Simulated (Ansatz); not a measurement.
# Energy from pressure between two volumes: LaAlO3 (P4mm, 5 atoms in the cell)

```xyz
5
Lattice="3.8291 0.0000 0.0000 0.0000 3.8291 0.0000 0.0000 0.0000 3.8291" Properties=species:S:1:pos:R:3 pbc="T T T"
La     0.0000     0.0000     0.0500
Al     1.9145     1.9145     1.9145
O      1.9145     0.0000     1.9145
O      0.0000     1.9145     1.9145
O      1.9145     1.9145     0.0000
```

Method: PBE (plane waves, PAW; Ansatz, an electronic-structure program).

Settings: basis.ecutwfc = 74.2 Ry; kpoints.mp_grid.grid = 7 7 7; hamiltonian.xc = pbe; hamiltonian.pseudopotentials = {kind: paw} (the program's default PAW files); scf.occupations.method = fermi_dirac; scf.occupations.width = 0.0015 Ry. This cutoff ends a ladder whose last two steps agree within 1 meV/atom.

The second cell is the first with its lattice scaled by 0.98, at the same fractional positions.

The starting cell has typed, rounded lattice constants, without a prior relaxation at this level. Its lattice was rescaled by up to half a per cent. One atom was moved a little off its site on purpose. Ansatz's pressure includes its estimate of the finite-basis (Pulay) stress.

| cell | volume (Å³/atom) | pressure (GPa) | F less the first cell's (meV/atom) |
|---|---|---|---|
| first | 11.2280 | -2.34 | 0.00 |
| second | 10.5677 | 10.22 | ? |

Q: Estimate the energy of the second cell from the pressures, and the bulk modulus between the two volumes.

A: With P = −dF/dV, the trapezoid gives ΔF ≈ −(P₁ + P₂)/2 · ΔV = −(3.940 GPa) · (-0.6603 Å³) = 16.24 meV/atom (1 eV/Å³ = 160.22 GPa). The modulus at fixed fractional positions is B = −ΔP/Δln V = 207 GPa, a mean over the interval. P(V) is curved, so the trapezoid lies high by about |ΔV|³·B·(1 + B′)/(12·V̄²) = 1.31 meV/atom for an assumed B′ = 4, which leaves 14.93 meV/atom. The runs gave 14.89 meV/atom, a miss of 0.04 meV/atom. Cases were kept where this miss is small, so the page shows the method and is no test of it.

Left out of this page: 15 runs of the series outside the window shown, repeating another row's setting, or not comparable.

Keys are those of Ansatz 0.2.
